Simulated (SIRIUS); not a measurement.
TiAl: equation of state with PBEsol

Crystal: TiAl.

```
Ti Al
1.0
     3.17906    0.00000    0.00000
     0.00000    3.17906    0.00000
     0.00000    0.00000    3.17906
Ti Al
1 1
Cartesian
  0.0000 0.0000 0.0000
  1.5895 1.5895 1.5895
```

The cell comes from a database or a generator and needn't be the stable form of this composition.

```json
{
 "Program": "SIRIUS 7.12.0",
 "Task": "equation of state",
 "Functional": "PBEsol",
 "Potentials or basis": "PseudoDojo 0.4.1 PBEsol standard (scalar relativistic)",
 "Cutoff": "1152 eV",
 "Density cutoff": "4606 eV",
 "k mesh": "8 × 8 × 8",
 "Occupations": "fermi-dirac, width 0.05 eV",
 "Spin": "no spin polarisation",
 "Libxc names": "[\"XC_GGA_X_PBE_SOL\", \"XC_GGA_C_PBE_SOL\"]",
 "Radial cutoff for the potentials' integrals": "6.5 bohr"
}
```

* Equilibrium volume: 15.73 Å³/atom
* Bulk modulus: 119 GPa
* Pressure derivative of the bulk modulus: 4.0

Energy against volume, from the lowest point:
```
volume (Å³/atom)  energy (meV/atom)
          15.101               9.91
          15.422               2.27
          15.743               0.00
          16.065               2.57
          16.386               9.51
          16.707              20.41
          17.028              34.88
```

All runs of the series together: 7.5 min on 1 thread of Intel(R) Xeon(R) Platinum 8175M CPU @ 2.50GHz (Skylake/Cascade Lake) (shared host).
